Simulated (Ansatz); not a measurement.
## SrO: stiffness from a series of strains

```
CELL_PARAMETERS angstrom
0.00000 2.56980 2.56980
2.56980 0.00000 2.56980
2.56980 2.56980 0.00000
ATOMIC_POSITIONS crystal
Sr 0.00000 0.00000 0.00000
O 0.50000 0.50000 0.50000
```

Atom numbers follow the list: Sr1, O2.

The cell comes from COD entry 1100027, which wasn't checked; take it as a given geometry. It is an old determination, and later ones may differ.

The calculation used DFT, LDA, all-electron LAPW, scalar-relativistic (Ansatz 0.2.0).

The runs use a Γ-centred 8×8×8 k mesh, Fermi–Dirac smearing of 0.02 eV, basis error target 0.25 meV/atom, no spin polarisation.

The strain is applied along the Cartesian axes of the cell as listed (the other components stay zero). Fractional coordinates are held (clamped ions).

σ is the change of stress from the unstrained cell, which is at -4.17 GPa; tension is positive, so slopes are stress–strain coefficients at that pressure.

Only quantities that a quadratic follows smoothly over the whole series are listed; rougher ones are left out.

| εzz | σzz (GPa) | σxx (GPa) |
| --- | --- | --- |
| -0.0300 | -6.13 | -1.44 |
| -0.0200 | -3.81 | -0.94 |
| -0.0100 | -1.78 | -0.46 |
| 0.0000 | 0.00 | 0.00 |
| 0.0200 | 2.88 | 0.85 |
| 0.0300 | 4.04 | 1.25 |

(1) Fit the series and read off the stiffness at zero strain.

(2) One run, at εzz = 0.0100, is withheld. Predict its row.

Results:

(1) Least-squares fits y = p0 + p1 x + p2 x² to the rows give σzz (GPa): p1 = 169, p2 = -1200; σxx (GPa): p1 = 44.8, p2 = -100. So C11 = 169 GPa and C12 = 45 GPa, which gives B = (C11 + 2 C12)/3 = 86 GPa.

(2) The fits give 1.58, 0.44; the run gave 1.55, 0.44.
